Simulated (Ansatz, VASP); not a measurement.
One calculation of SiC, two programs

File INCAR:

```
ALGO     = Normal         # electronic algorithm
EDIFF    = 1E-7           # SCF threshold, eV
ENCUT    = 520            # plane-wave cutoff, eV
GGA      = PE             # functional
ISIF     = 2              # what is computed and relaxed
ISMEAR   = -1             # smearing method
LASPH    = True           # aspherical terms in the spheres
LCHARG   = True           # write CHGCAR
LELF     = True           # ELF
LREAL    = False          # projectors in reciprocal space
LVHAR    = True         
LWAVE    = False          # write WAVECAR
NBANDS   = 11             # bands
NELM     = 80             # most SCF steps
PREC     = Accurate       # precision mode
SIGMA    = 0.02           # smearing width, eV
```

KPOINTS

```
k-points
0
Gamma
  10 10 10
```

The input POSCAR:

```
SiC
1.0
    0.0000000000      2.1780523476      2.2470966071
    2.1780523476      0.0000000000      2.2470966071
    2.1780523476      2.1780523476      0.0000000000
Si C
1 1
Direct
    0.0000000000      0.0000000000      0.0000000000
    0.2500000000      0.2500000000      0.2500000000
```

Input for Ansatz:

```yaml
crystal:
  lattice:
    - [0.0, 2.1780523476, 2.2470966071]
    - [2.1780523476, 0.0, 2.2470966071]
    - [2.1780523476, 2.1780523476, 0.0]
  atoms:
    - { symbol: Si, position: [0.0, 0.0, 0.0] }
    - { symbol: C, position: [0.25, 0.25, 0.25] }
kpoints:
  mp_grid: { grid: [10, 10, 10] }
  band_path:
    path:
      - [0.0, 0.0, 0.0]
      - [-0.5, -0.5, 0.0]
      - [-0.375, -0.375, 0.25]
      - [-0.375, 0.0, 0.375]
      - [0.0, 0.0, 0.5]
      - [-0.5, -0.25, 0.25]
    npoints: 1
hamiltonian:
  xc: pbe
scf:
  occupations: { method: fermi_dirac, width: 0.02 }
  n_extra_bands: 4
output:
  forces: true
  stress: true
  eigenvalues: true
```

Change from the starting cell: uniaxial_z strain +3.2%.

Alike in both runs: task single point; functional PBE; k mesh 10 × 10 × 10; occupations fermi-dirac, width 0.02 eV; no spin polarisation.

|  | VASP | Ansatz |
| --- | --- | --- |
| version | VASP 6.6.1 | Ansatz 0.2.0 |
| potentials or method | VASP PAW PBE potentials, release 64 (Si, C) | plane waves, PAW |
| plane-wave cutoff (eV) | 520 | 420 |
| valence electrons in the cell | 8 | 8 |

|  | VASP | Ansatz | Ansatz less VASP |
| --- | --- | --- | --- |
| gap on the k mesh at the Fermi level (eV) | 1.22 | 1.22 | +0.002 |
| pressure (GPa) | -3.2 | -3.2 | +0.04 |
| largest component of the traceless stress (GPa) | 5.66 | 5.65 | -0.014 |

The functional is the same, so the differences come from potentials, cutoffs and numerics.

A k mesh can miss the band edges.
